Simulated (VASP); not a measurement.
# ZnO (zincite) (P6_3mc) in VASP: settings compared, part 2 of 3

VASP 6.6.1. The steps go on from the part before.

### 3 Relaxation of cell and atoms, RPBE+D3(BJ)

This run uses another cell than the first one, of 11.90 Å³/atom, 1.042 times its volume.

INCAR

```
SYSTEM = ZnO
PREC     = Accurate       ! precision mode
ENCUT    = 600            ! plane-wave cutoff, eV
EDIFF    = 1E-6           ! SCF threshold, eV
ISMEAR   = -1             ! smearing method
SIGMA    = 0.05           ! smearing width, eV
LREAL    = .False.        ! projectors in reciprocal space
LASPH    = .True.         ! aspherical terms in the spheres
NELM     = 100            ! most SCF steps
ALGO     = Normal         ! electronic algorithm
ISIF     = 3              ! what is computed and relaxed
LWAVE    = .False.        ! write WAVECAR
LCHARG   = .False.        ! write CHGCAR
GGA      = RP             ! functional
IVDW     = 12             ! dispersion correction
IBRION   = 2              ! ionic algorithm
NSW      = 60             ! ionic steps
EDIFFG   = -0.01          ! ionic threshold
```

KPOINTS

```
Automatic mesh
0
Gamma
  9 9 5
  0 0 0
```

POSCAR

```
ZnO
1.0
    3.2493080000      0.0000000000      0.0000000000
   -1.6246540000      2.8139832727      0.0000000000
    0.0000000000      0.0000000000      5.2057090000
Zn O
2 2
Direct
    0.6666666667      0.3333333333      0.0000000000
    0.3333333333      0.6666666667      0.5000000000
    0.3333333333      0.6666666667      0.8790100000
    0.6666666667      0.3333333333      0.3790100000
```

Potentials or basis: VASP PAW PBE potentials, release 64 (Zn, O).

Run with:

```sh
$ cat potpaw_PBE.64/Zn/POTCAR potpaw_PBE.64/O/POTCAR > POTCAR
$ mpirun -np 1 vasp_std > vasp.out
```

It took 3.7 min on 1 thread of AMD EPYC 7R13 (Zen 3), shared host; peak memory 0.18 GiB.

It converged, with:

| Property | Result |
| --- | --- |
| Free energy | -19.6353 eV |
| Relaxed volume | 11.49 Å³/atom |
| Relaxed cell | a = 3.214 Å, b = 3.214 Å, c = 5.139 Å, α = 90.00°, β = 90.00°, γ = 120.00° |
| Space group after relaxing (to 0.05 Å) | P6_3mc (No. 186) |
| Energy gained by relaxing | 6.4 meV/atom |
| Ionic steps | 9 |
| Pressure after relaxing | 0.1 GPa |
| Largest force after relaxing | 0.003 eV/Å |
| Band gap on the k mesh | 0.93 eV, direct |
| Dispersion energy per atom | -0.877 eV |

Forces on the atoms (eV/Å):
```
Zn   0.000  0.000 -0.003
Zn   0.000  0.000 -0.003
O    0.000  0.000  0.003
O    0.000  0.000  0.003
```

The path:
| step | energy change (eV) | largest force (eV/Å) | pressure (GPa) | volume (Å³) |
| --- | --- | --- | --- | --- |
| 1 | 0.0000 | 0.0928 | -4.66 | 47.60 |
| 2 | -0.0193 | 0.0302 | 2.56 | 45.25 |
| 3 | -0.0254 | 0.0141 | 0.06 | 45.99 |
| 4 | -0.0254 | 0.0159 | -0.01 | 46.03 |
| 5 | -0.0255 | 0.0093 | -0.08 | 46.03 |
| 6 | -0.0255 | 0.0072 | -0.10 | 46.04 |
| 7 | -0.0255 | 0.0060 | -0.12 | 46.03 |
| 8 | -0.0256 | 0.0031 | -0.06 | 46.01 |
| 9 | -0.0256 | 0.0033 | 0.10 | 45.98 |

Final structure:
```
Zn O
1.0
     3.21397    0.00000    0.00000
    -1.60699    2.78338    0.00000
     0.00000    0.00000    5.13950
Zn O
2 2
Cartesian
  1.6070 0.9278 5.1317
  0.0000 1.8556 2.5620
  0.0000 1.8556 4.5255
  1.6070 0.9278 1.9557
```

Levels at points of the mesh, in eV from the valence-band top:
| k point | band 15 | band 16 | band 17 | band 18 | band 19 | band 20 | band 21 | band 22 |
| --- | --- | --- | --- | --- | --- | --- | --- | --- |
| (0.00, 0.00, 0.00) | -0.83 | -0.10 | 0.00 | 0.00 | 0.93 | 5.41 | 8.49 | 13.10 |

Caveat: the PAW data sets were made with another functional, which shifts forces and pressure a little. As with any semilocal functional, this RPBE gap is likely too small.

### 4 Single point, LDA

This run uses another cell than the first one, of 11.90 Å³/atom, 1.042 times its volume.

INCAR

```
SYSTEM = ZnO
ALGO = Normal
EDIFF = 1E-7
ENCUT = 520
ISIF = 2
ISMEAR = -1
LASPH = .True.
LCHARG = .False.
LREAL = .False.
LWAVE = .False.
NBANDS = 26
NELM = 60
PREC = Accurate
SIGMA = 0.05
```

KPOINTS

```
k-points
0
Gamma
  9 9 5
  0 0 0
```

POSCAR is that of step 3.

Potentials or basis: VASP PAW LDA potentials, release 64 (Zn, O).

Run with:

```sh
$ cat potpaw_LDA.64/Zn/POTCAR potpaw_LDA.64/O/POTCAR > POTCAR
$ mpirun -np 1 vasp_std > vasp.out
```

OUTCAR:

```text
SYSTEM = ZnO
   EDIFF = 1E-7
   ENCUT = 520
   ISIF = 2
   ISMEAR = -1
   LASPH = .True.
   LREAL = .False.
   NELM = 60
   PREC = Accurate

 ion  position               nearest neighbor table
   1  0.667  0.333  0.000-   4 1.97   3 1.98   3 1.98   3 1.98
   2  0.333  0.667  0.500-   3 1.97   4 1.98   4 1.98   4 1.98
   3  0.333  0.667  0.879-   2 1.97   1 1.98   1 1.98   1 1.98
   4  0.667  0.333  0.379-   1 1.97   2 1.98   2 1.98   2 1.98

  LATTYP: Found a hexagonal cell.
 ALAT       =     3.2493080000
 C/A-ratio  =     1.6020977390

  Lattice vectors:

 A1 = (   3.2493080000,   0.0000000000,   0.0000000000)
 A2 = (  -1.6246540000,   2.8139832727,   0.0000000000)
 A3 = (   0.0000000000,   0.0000000000,   5.2057090000)

Analysis of symmetry for initial positions (statically):
=====================================================================
 Subroutine PRICEL returns:
 Original cell was already a primitive cell.

 Routine SETGRP: Setting up the symmetry group for a
 hexagonal supercell.

 Subroutine GETGRP returns: Found 12 space group operations
 (whereof  6 operations were pure point group operations)
 out of a pool of 24 trial point group operations.

The static configuration has the point symmetry C_3v.
 The point group associated with its full space group is C_6v.

Analysis of symmetry for dynamics (positions and initial velocities):
=====================================================================
 Subroutine PRICEL returns:
 Original cell was already a primitive cell.

 Routine SETGRP: Setting up the symmetry group for a
 hexagonal supercell.

 Subroutine GETGRP returns: Found 12 space group operations
 (whereof  6 operations were pure point group operations)
 out of a pool of 24 trial point group operations.

The dynamic configuration has the point symmetry C_3v.
 The point group associated with its full space group is C_6v.

 Subroutine INISYM returns: Found 12 space group operations
 (whereof  6 operations are pure point group operations),
 and found     1 'primitive' translations

----------------------------------------------------------------------------------------

                                     Primitive cell

  volume of cell :      47.5984

  direct lattice vectors                    reciprocal lattice vectors
     3.249308000  0.000000000  0.000000000     0.307757836  0.177684070  0.000000000
    -1.624654000  2.813983273  0.000000000     0.000000000  0.355368139  0.000000000
     0.000000000  0.000000000  5.205709000     0.000000000  0.000000000  0.192096792

  length of vectors
     3.249308000  3.249308000  5.205709000     0.355368139  0.355368139  0.192096792

  position of ions in fractional coordinates (direct lattice)
     0.666666667  0.333333333  0.000000000
     0.333333333  0.666666667  0.500000000
     0.333333333  0.666666667  0.879010000
     0.666666667  0.333333333  0.379010000

  ion indices of the primitive-cell ions
   primitive index   ion index
                 1           1
                 2           2
                 3           3
                 4           4

----------------------------------------------------------------------------------------

 KPOINTS: k-points

Automatic generation of k-mesh.
 Grid dimensions read from file:
 generate k-points for:    9    9    5

 Generating k-lattice:

  Cartesian coordinates                     Fractional coordinates (reciprocal lattice)
     0.034195315  0.019742674  0.000000000     0.111111111  0.000000000  0.000000000
     0.000000000  0.039485349  0.000000000     0.000000000  0.111111111  0.000000000
     0.000000000  0.000000000  0.038419358     0.000000000  0.000000000  0.200000000

  Length of vectors
     0.039485349  0.039485349  0.038419358

  Shift w.r.t. Gamma in fractional coordinates (k-lattice)
     0.000000000  0.000000000  0.000000000

 Subroutine IBZKPT returns following result:
 ===========================================

 Found     36 irreducible k-points:

 Following reciprocal coordinates:
            Coordinates               Weight
  0.000000  0.000000  0.000000      1.000000
  0.111111  0.000000  0.000000      6.000000
  0.222222  0.000000  0.000000      6.000000
  0.333333  0.000000  0.000000      6.000000
  0.444444  0.000000  0.000000      6.000000
  0.111111  0.111111  0.000000      6.000000
[... 16 lines left out ...]
  0.333333  0.222222  0.200000     24.000000
  0.333333  0.333333  0.200000      4.000000
 [... further k-points ...]
   k-points           NKPTS =     36   k-points in BZ     NKDIM =     36   number of bands    NBANDS=     26
   number of dos      NEDOS =    301   number of ions     NIONS =      4
   total plane-waves  NPLWV =  23040
   dimension x,y,z NGX =    24 NGY =   24 NGZ =   40
   dimension x,y,z NGXF=    48 NGYF=   48 NGZF=   80
   ions per type =               2   2
   NGX,Y,Z   is equivalent  to a cutoff of  12.28, 12.28, 12.77 a.u.
   NGXF,Y,Z  is equivalent  to a cutoff of  24.56, 24.56, 25.55 a.u.
 SYSTEM =  ZnO
   PREC   = accura    normal or accurate (medium, high low for compatibility)
   ISTART =      0    job   : 0-new  1-cont  2-samecut
   ICHARG =      2    charge: 1-file 2-atom 10-const
   ISPIN  =      1    spin polarized calculation?
   LNONCOLLINEAR =      F non collinear calculations
   LSORBIT =      F    spin-orbit coupling
   LASPH  =      T    aspherical Exc in radial PAW
   ENCUT  =  520.0 eV  38.22 Ry    6.18 a.u.   6.04  6.04  9.68*2*pi/ulx,y,z
   NELM   =     60;   NELMIN=  2; NELMDL= -5     # of ELM steps
   EDIFF  = 0.1E-06   stopping-criterion for ELM
   LREAL  =      F    real-space projection
   EDIFFG = 0.1E-05   stopping-criterion for IOM
   NSW    =      0    number of steps for IOM
   IBRION =     -1    ionic relax: 0-MD 1-quasi-New 2-CG
   NFREE  =      0    steps in history (QN), initial steepest desc. (CG)
   ISIF   =      2    stress and relaxation
   ISYM   =      2    0-nonsym 1-usesym 2-fastsym
   POTIM  = 0.5000    time-step for ionic-motion
   TEBEG  =    0.0;   TEEND  =   0.0 temperature during run
   PSTRESS=    0.0 pullay stress
   NELECT =      36.0000    total number of electrons
   NUPDOWN=      -1.0000    fix difference up-down
   EMIN   =  10.00;   EMAX   =-10.00  energy-range for DOS
   EFERMI =   0.00;   METHOD = LEGACY
   ISMEAR =    -1;   SIGMA  =   0.05  broadening in eV -4-tet -1-fermi 0-gaus
   EFERMI_NEDOS =   21; number of points for ismear=-14 and -15
   IALGO  =     38    algorithm
   IMIX   =      4    mixing-type and parameters
     AMIX     =   0.40;   BMIX     =  1.00
     AMIX_MAG =   1.60;   BMIX_MAG =  1.00
  volume/ion in A,a.u.               =      11.90        80.30
  Fermi-wavevector in a.u.,A,eV,Ry     =   1.491574  2.818667 30.270160  2.224794
  Thomas-Fermi vector in A             =   2.604212
   LORBIT       =      0    0 simple, 1 ext, 2 COOP (PROOUT), +10 PAW based schemes
   GGA     = CA    functional components
   LHFCALC =     F    Hartree Fock is set to
   AEXX    =    0.0000 exact exchange contribution
   IVDW    =     0    specifies the selected vdW correction
   LEPSILON=     F    determine dielectric tensor
   LRPA    =     F    only Hartree local field effects (RPA)
 non-spin polarized calculation
  energy-cutoff  :      520.00
  volume of cell :       47.60
 maximum number of plane-waves:      1308
   NGX = 13   NGY = 13   NGZ = 19

 number of electron      36.0000017 magnetization

 Free energy of the ion-electron system (eV)
  ---------------------------------------------------
  ext. energy  EPLUGINS =         0.00000000
  ---------------------------------------------------
  free energy    TOTEN  =       -21.12166569 eV

  energy without entropy =      -21.12165976  energy(sigma->0) =      -21.12166273

 E-fermi :   1.2867     XC(G=0): -11.4635

 val. band max:        0.8754603414   @ k =   0.0000   0.0000   0.0000
 cond. band min:       1.6179579804   @ k =   0.0000   0.0000   0.0000
 fundamental gap:      0.7424976391
 Fermi energy:         1.2866573979

 k-point     1 :       0.0000    0.0000    0.0000
  band No.  band energies     occupation
      1     -16.9240      2.00000
      2     -16.1470      2.00000
      3      -4.8900      2.00000
      4      -4.8900      2.00000
      5      -4.8522      2.00000
      6      -4.8215      2.00000
[... 18 lines left out ...]
     25      14.7992      0.00000
     26      14.7992      0.00000
[... 644 lines left out ...]
      4      -4.6897      2.00000
      5      -4.6897      2.00000
      6      -4.3218      2.00000
[... 18 lines left out ...]
     25      14.2032      0.00000
     26      15.2896      0.00000

 [... further k-points ...]
[... 5 lines left out ...]
  --------------------------------------------------------------------------------------
  -------------------------------------------------------------------------------------
  Total       -1.9782593     -1.9782593     -1.4437025      0.0000000      0.0000000      0.0000000
  in kB      -66.5888516    -66.5888516    -48.5954945      0.0000000      0.0000000      0.0000000
  external PRESSURE =     -60.5910659 kB  Pullay stress =       0.0000000 kB

 VOLUME and BASIS-vectors are now :
 -----------------------------------------------------------------------------
  energy-cutoff  :      520.00
  volume of cell :       47.60
      direct lattice vectors                 reciprocal lattice vectors
     3.249308000  0.000000000  0.000000000     0.307757836  0.177684070  0.000000000
    -1.624654000  2.813983273  0.000000000     0.000000000  0.355368139  0.000000000
     0.000000000  0.000000000  5.205709000     0.000000000  0.000000000  0.192096792

 POSITION                                       TOTAL-FORCE (eV/Angst)
 -----------------------------------------------------------------------------------
      1.62465      0.93799      0.00000         0.000000      0.000000     -0.055649
     -0.00000      1.87599      2.60285         0.000000     -0.000000     -0.055649
     -0.00000      1.87599      4.57587         0.000000      0.000000      0.055649
      1.62465      0.93799      1.97302        -0.000000      0.000000      0.055649
 -----------------------------------------------------------------------------------
    total drift:                               -0.000000     -0.000001     -0.000217

  FREE ENERGIE OF THE ION-ELECTRON SYSTEM (eV)
  ---------------------------------------------------
  free  energy   TOTEN  =       -21.1216656950 eV

  energy  without entropy=      -21.1216597613  energy(sigma->0) =      -21.12166273
```

OSZICAR:

```text
N       E                     dE             d eps       ncg     rms          rms(c)
DAV:   1     0.298511558579E+03    0.29851E+03   -0.18307E+04  1880   0.203E+03
DAV:   2     0.843580032825E+01   -0.29008E+03   -0.27201E+03  1964   0.415E+02
DAV:   3    -0.235332076073E+02   -0.31969E+02   -0.31549E+02  2048   0.140E+02
DAV:   4    -0.241733476672E+02   -0.64014E+00   -0.63881E+00  2110   0.203E+01
DAV:   5    -0.241766843369E+02   -0.33367E-02   -0.33363E-02  2062   0.153E+00    0.144E+01
DAV:   6    -0.210289897702E+02    0.31477E+01   -0.60859E+00  2928   0.617E+01    0.910E+00
DAV:   7    -0.211894859886E+02   -0.16050E+00   -0.27228E+00  1956   0.166E+01    0.542E+00
DAV:   8    -0.211736577319E+02    0.15828E-01   -0.59067E-01  2474   0.713E+00    0.169E+00
DAV:   9    -0.211196750755E+02    0.53983E-01   -0.10561E-01  2710   0.662E+00    0.337E-01
DAV:  10    -0.211216894723E+02   -0.20144E-02   -0.35699E-02  1914   0.135E+00    0.810E-02
DAV:  11    -0.211216811737E+02    0.82986E-05   -0.55781E-04  2230   0.517E-01    0.295E-02
DAV:  12    -0.211216647714E+02    0.16402E-04   -0.11746E-04  2384   0.353E-01    0.758E-03
DAV:  13    -0.211216668373E+02   -0.20659E-05   -0.13834E-05  2654   0.478E-02    0.907E-03
DAV:  14    -0.211216657082E+02    0.11291E-05   -0.30520E-06  2032   0.157E-02    0.180E-03
DAV:  15    -0.211216656950E+02    0.13222E-07   -0.17816E-07  1704   0.507E-03
   1 F= -.21121666E+02 E0= -.21121663E+02  d E =-.593370E-05
```

Run time: 42 s. Hardware: 1 thread of AMD EPYC 7R13 (Zen 3), shared host; peak memory 0.13 GiB.

Results:

- Free energy: -21.1217 eV
- Pressure: -6.1 GPa
- Largest force: 0.056 eV/Å
- Band gap on the k mesh: 0.74 eV, direct

Forces on the atoms (eV/Å):
```
Zn   0.000  0.000 -0.056
Zn   0.000  0.000 -0.056
O    0.000  0.000  0.056
O    0.000  0.000  0.056
```

Levels at points of the mesh, in eV from the valence-band top:
```tsv
k point	band 14	band 15	band 16	band 17	band 18	band 19	band 20	band 21	band 22	band 23
(0.00, 0.00, 0.00)	-0.82	-0.82	-0.07	0.00	0.00	0.74	5.09	8.13	12.64	12.64
```

(Part 2 of 3 ends here.)
